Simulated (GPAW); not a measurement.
This GPAW 26.7.0 run on Cd needs a look.

run.py

```python
import json
import numpy as np
import spglib
from ase import Atoms
from ase.calculators.mixing import SumCalculator
from ase.constraints import FixSymmetry
from ase.filters import FrechetCellFilter
from ase.io import read, write
from ase.optimize import BFGS
from dftd4.ase import DFTD4
from phonopy import Phonopy
from phonopy.structure.atoms import PhonopyAtoms
from gpaw import GPAW, PW

atoms = read('Cd.cif')
cell, positions, numbers = spglib.find_primitive(
    (atoms.cell[:], atoms.get_scaled_positions(), atoms.numbers), symprec=1e-4)
atoms = Atoms(numbers, cell=cell, scaled_positions=positions, pbc=True)

calc = GPAW(mode=PW(510),
            xc='MGGA_X_R2SCAN+MGGA_C_R2SCAN',
            kpts={'size': (5, 5, 5), 'gamma': True},
            occupations={'name': 'fermi-dirac', 'width': 0.05},
            nbands=13,
            convergence={'density': 1e-06, 'eigenstates': 1e-09},
            maxiter=50,
            ispin=400,
            txt='gpaw.txt')
atoms.calc = SumCalculator([calc, DFTD4(method='r2scan')])
atoms.set_constraint(FixSymmetry(atoms))
BFGS(FrechetCellFilter(atoms), trajectory='relax.traj', logfile='-').run(fmax=0.005, steps=40)
atoms.set_constraint()
energy = atoms.get_potential_energy()
forces = atoms.get_forces()
stress = atoms.get_stress()
calc.write('gs.gpw')
write('result.traj', atoms)
print('Cell:', atoms.cell.cellpar().round(4))
print(atoms.get_scaled_positions().round(5))

def force_constants(scale):
    unit = PhonopyAtoms(symbols=atoms.get_chemical_symbols(), cell=atoms.cell[:] * scale**(1 / 3),
                        scaled_positions=atoms.get_scaled_positions())
    ph = Phonopy(unit, supercell_matrix=np.diag([2, 2, 2]), primitive_matrix=np.eye(3), symprec=1e-4)
    ph.generate_displacements(distance=0.03)
    forces = []
    for i, sc in enumerate(ph.supercells_with_displacements):
        a = Atoms(sc.symbols, cell=sc.cell, scaled_positions=sc.scaled_positions, pbc=True)
        c = GPAW(mode=PW(510),
                 xc='MGGA_X_R2SCAN+MGGA_C_R2SCAN',
                 kpts={'size': (3, 3, 3), 'gamma': True},
                 occupations={'name': 'fermi-dirac', 'width': 0.05},
                 nbands=67,
                 convergence={'density': 1e-06, 'eigenstates': 1e-09},
                 maxiter=50,
                 ispin=400,
                 txt=f'disp-{scale:.3f}-{i:02d}.txt')
        a.calc = SumCalculator([c, DFTD4(method='r2scan')])
        f = a.get_forces()
        forces.append(f - f.mean(axis=0))
        print(f'displacement {i}: drift', f.mean(axis=0).round(5), flush=True)
    ph.forces = forces
    ph.produce_force_constants()
    ph.symmetrize_force_constants()
    return ph

qpoints = [[0.0, 0.0, 0.0], [0.0, 0.0, 0.5], [0.0, 0.5, 0.0], [0.0, 0.5, 0.5], [0.5, 0.0, 0.0], [0.5, 0.0, 0.5], [0.5, 0.5, 0.0], [0.5, 0.5, 0.5]]
results = {}
for scale in [1.0]:
    ph = force_constants(scale)
    ph.run_qpoints(qpoints)
    nu = ph.qpoints.frequencies * 33.35641  # THz to cm^-1
    results[f'{scale:.3f}'] = nu.tolist()
    for qp, f in zip(qpoints, nu):
        print(scale, np.round(qp, 4), f.round(2))

path = atoms.cell.bandpath('GLB1,BZGX,QFP1Z,LP', npoints=60, eps=1e-4)
ph.run_qpoints(path.kpts)
results['path'] = (ph.qpoints.frequencies * 33.35641).tolist()
results['path_q'] = path.kpts.tolist()
x, ticks, names = path.get_linear_kpoint_axis()
results['axis'] = [x.tolist(), list(ticks), names]
ph.run_mesh([15, 15, 15], is_gamma_center=True)
ph.run_thermal_properties(temperatures=[0, 100, 200, 300, 500, 800], cutoff_frequency=0.05)
tp = ph.thermal_properties
results['thermal'] = [list(v) for v in (tp.temperatures, tp.free_energy, tp.entropy, tp.heat_capacity)]
for t, fv, s, cv in zip(*results['thermal']):
    print(f'{t:6.0f} K  F {fv:9.4f} kJ/mol  S {s:9.4f} J/K/mol  Cv {cv:9.4f} J/K/mol')
json.dump(results, open('phonons.json', 'w'))
```

Cd.cif

```cif
data_Cd
_cell_length_a 3.21605830
_cell_length_b 3.21605830
_cell_length_c 7.34786223
_cell_angle_alpha 90.00000000
_cell_angle_beta 90.00000000
_cell_angle_gamma 120.00000000
_space_group_name_H-M_alt 'R-3m'
_space_group_name_Hall '-R 3 2"'
_space_group_IT_number 166
loop_
_space_group_symop_operation_xyz
'x,y,z'
'-x,-y,-z'
'-y,x-y,z'
'y,-x+y,-z'
'-x+y,-x,z'
'x-y,x,-z'
'y,x,-z'
'-y,-x,z'
'x-y,-y,-z'
'-x+y,y,z'
'-x,-x+y,-z'
'x,x-y,z'
'x+2/3,y+1/3,z+1/3'
'-x+2/3,-y+1/3,-z+1/3'
'-y+2/3,x-y+1/3,z+1/3'
'y+2/3,-x+y+1/3,-z+1/3'
'-x+y+2/3,-x+1/3,z+1/3'
'x-y+2/3,x+1/3,-z+1/3'
'y+2/3,x+1/3,-z+1/3'
'-y+2/3,-x+1/3,z+1/3'
'x-y+2/3,-y+1/3,-z+1/3'
'-x+y+2/3,y+1/3,z+1/3'
'-x+2/3,-x+y+1/3,-z+1/3'
'x+2/3,x-y+1/3,z+1/3'
'x+1/3,y+2/3,z+2/3'
'-x+1/3,-y+2/3,-z+2/3'
'-y+1/3,x-y+2/3,z+2/3'
'y+1/3,-x+y+2/3,-z+2/3'
'-x+y+1/3,-x+2/3,z+2/3'
'x-y+1/3,x+2/3,-z+2/3'
'y+1/3,x+2/3,-z+2/3'
'-y+1/3,-x+2/3,z+2/3'
'x-y+1/3,-y+2/3,-z+2/3'
'-x+y+1/3,y+2/3,z+2/3'
'-x+1/3,-x+y+2/3,-z+2/3'
'x+1/3,x-y+2/3,z+2/3'
loop_
_atom_site_label
_atom_site_type_symbol
_atom_site_symmetry_multiplicity
_atom_site_Wyckoff_symbol
_atom_site_fract_x
_atom_site_fract_y
_atom_site_fract_z
_atom_site_occupancy
Cd1 Cd 3 a 0.0000000000 0.0000000000 0.0000000000 1
```

Potentials or basis: GPAW PAW data sets (gpaw-data 1.2.1), pw.

The run is started by

```sh
$ OMP_NUM_THREADS=1 python run.py
```

gpaw.txt:

```text
Traceback (most recent call last):
  File "run.py", line 20, in <module>
  File "__init__.py", line 240, in GPAW
TypeError: GPAW() got an unexpected keyword argument 'ispin'
```

Question: What happened, and what is wrong with the input?

Answer: The program refused the input. The input holds a flaw that was put in on purpose: keyword that the code doesn't know (ispin = 400).
